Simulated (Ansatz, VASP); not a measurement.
## WS2 in VASP and in Ansatz

```
CELL_PARAMETERS angstrom
3.12634 0.00000 0.00000
-1.56317 2.70749 0.00000
0.00000 0.00000 14.87880
ATOMIC_POSITIONS crystal
W 0.33333 0.66667 0.00000
S 0.66667 0.33333 0.89441
S 0.66667 0.33333 0.10559
```

Alike in both runs: functional PBEsol; dispersion D3(BJ); k mesh 12 × 12 × 2; occupations gaussian, width 0.02 eV; no spin polarisation.

Ansatz relaxed the structure, and its values are those at the end. VASP's run is a single point on that final structure, the one shown.

|  | VASP | Ansatz |
| --- | --- | --- |
| version | VASP 6.6.1 | Ansatz 0.2.0 |
| potentials or method | VASP PAW PBE potentials, release 64 (W_sv, S) | scalar-relativistic, plane waves, PAW |
| plane-wave cutoff (eV) | 520 | 420 |
| valence electrons in the cell | 26 | 26 |

|  | VASP | Ansatz | Ansatz less VASP |
| --- | --- | --- | --- |
| gap on the k mesh at the Fermi level (eV) | 2.00 | 2.00 | -0.001 |
| least direct gap on the mesh (eV) | 2.03 | 2.02 | -0.005 |
| rms of the force components (eV/Å) | 0.015 | 0.004 | -0.0108 |

Caveats: the PAW data sets were made with another functional, which shifts forces and pressure a little (VASP); spin-orbit coupling is left out, which moves the levels of the heavy elements. PBEsol gaps usually lie below the measured ones, often by a third to a half.
